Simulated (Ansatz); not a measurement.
CaSe, DFT, LDA, all-electron LAPW, scalar-relativistic (Ansatz 0.2.0), run on 1 thread of Arm Neoverse N1 on a shared host.

Structure from Materials Project entry mp-1415 (possibly hypothetical), not relaxed further.

Command: `ansatz run input.yaml --threads 1 --pin off --max-ram 2048MiB --backend cpu --events-out ev --progress --plain --runs-dir out`

```yaml
crystal:
  lattice:
    - [0.0, 2.9702381052, 2.9702381052]
    - [2.9702381052, 0.0, 2.9702381052]
    - [2.9702381052, 2.9702381052, 0.0]
  atoms:
    - { symbol: Ca, position: [0.0, 0.0, 0.0] }
    - { symbol: Se, position: [0.5, 0.5, 0.5] }
kpoints:
  mp_grid: { grid: [9, 9, 9] }
  band_path:
    path:
      - [0.0, 0.0, 0.0]
      - [0.5, 0.0, 0.5]
      - [0.625, 0.25, 0.625]
      - [0.375, 0.375, 0.75]
      - [0.0, 0.0, 0.0]
      - [0.5, 0.5, 0.5]
      - [0.5, 0.25, 0.75]
      - [0.5, 0.0, 0.5]
    npoints: 14
scf:
  occupations: { method: fermi_dirac, width: 0.03 }
hamiltonian:
  xc: lda
  pseudopotentials: { kind: all_electron, lapw: { basis_error: 0.00025 } }
output:
  forces: true
  stress: true
  eigenvalues: true
  populations: true
  dos: { projected: true, de: 0.2, e_range: [-14, 8] }
```

(1) How large is the problem that the program sets up?

(2) About how long does it take, and how much memory does it use?

(3) And the same cell and mesh by frozen-core PAW, asked for forces, stress, eigenvalues, efg, populations, bader, dos, write_density, write_potential, elf and the same band path, on the same hardware?

(4) And the same cell and mesh by all-electron PAW (datasets made for this crystal), asked for forces, stress, eigenvalues, efg and the same band path, on the same hardware?

## Answers

(1) 35 irreducible k-points, 331 plane waves at Γ, 24 bands.

(2) 27 s of wall time for 7 SCF iterations, with a peak of 0.3 GiB. Times on shared machines scatter by tens of per cent.

(3) 20 s, peak memory 0.35 GiB.

(4) 14 s, peak memory 0.35 GiB.
